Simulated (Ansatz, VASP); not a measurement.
AlN: VASP beside Ansatz

```
Al N
1.0
     3.19250    0.00000    0.00000
    -1.59625    2.76479    0.00000
     0.00000    0.00000    5.41830
Al N
2 2
Direct
  0.33333 0.66667 0.00415
  0.66667 0.33333 0.50415
  0.33333 0.66667 0.38085
  0.66667 0.33333 0.88085
```

Alike in both runs: functional PBE; k mesh 9 × 9 × 6; occupations gaussian, width 0.05 eV; no spin polarisation.

Ansatz relaxed the structure, and its values are those at the end. VASP's run is a single point on that final structure, the one shown.

|  | VASP | Ansatz |
| --- | --- | --- |
| version | VASP 6.6.1 | Ansatz 0.2.0 |
| potentials or method | VASP PAW PBE potentials, release 64 (Al, N) | scalar-relativistic, plane waves, PAW |
| plane-wave cutoff (eV) | 520 | 520 |
| valence electrons in the cell | 16 | 16 |

```tsv
	VASP	Ansatz	Ansatz less VASP
gap on the k mesh at the Fermi level (eV)	3.04	3.03	-0.001
least direct gap on the mesh (eV)	3.04	3.03	-0.001
pressure (GPa)	-17.5	-17.3	+0.16
```

With one functional, cell and mesh, what is left measures potentials, basis and numerics. Ansatz warned: «stress_scf_threshold_loose».

Caveats: so large a pressure means that the cell lies far from this level's equilibrium, or that cutoff or potentials fall short (VASP). As with any semilocal functional, this PBE gap is likely too small.
